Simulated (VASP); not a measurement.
## Ca: equation of state with PBE

Ca:

```
Ca
1.0
    -2.20520    2.20520    2.19611
     2.20520   -2.20520    2.19611
     2.20520    2.20520   -2.19611
Ca
1
Direct
  0.50000 0.50000 0.00000
```

This isn't the form of Ca at room conditions, which is fcc.

- Program: VASP 6.6.1
- Task: equation of state
- Functional: PBE
- Potentials or basis: VASP PAW PBE potentials, release 64 (Ca_sv)
- Cutoff: 520 eV
- k mesh: 9 × 9 × 9
- Occupations: fermi-dirac, width 0.05 eV
- Spin: no spin polarisation

- Equilibrium volume: 42.31 Å³/atom (rough: see the caveat)
- Bulk modulus at fixed shape and positions: 16.5 GPa (rough)

Energy against volume, from the lowest point:
| volume (Å³/atom) | energy (meV/atom) |
| --- | --- |
| 40.155 | 5.78 |
| 41.009 | 1.93 |
| 41.864 | 0.04 |
| 42.718 | 0.00 |
| 43.573 | 1.67 |
| 44.427 | 4.94 |
| 45.281 | 9.70 |

All runs of the series together: 2.1 min on 1 thread of Intel(R) Xeon(R) Platinum 8559C (Emerald Rapids), on a shared host.

Caveat: the fit is doubtful: noisy points or a state that changes with volume; the cell was scaled at fixed shape and fractional positions, which overstates the stiffness of a crystal with free parameters, most of all of layers and chains.
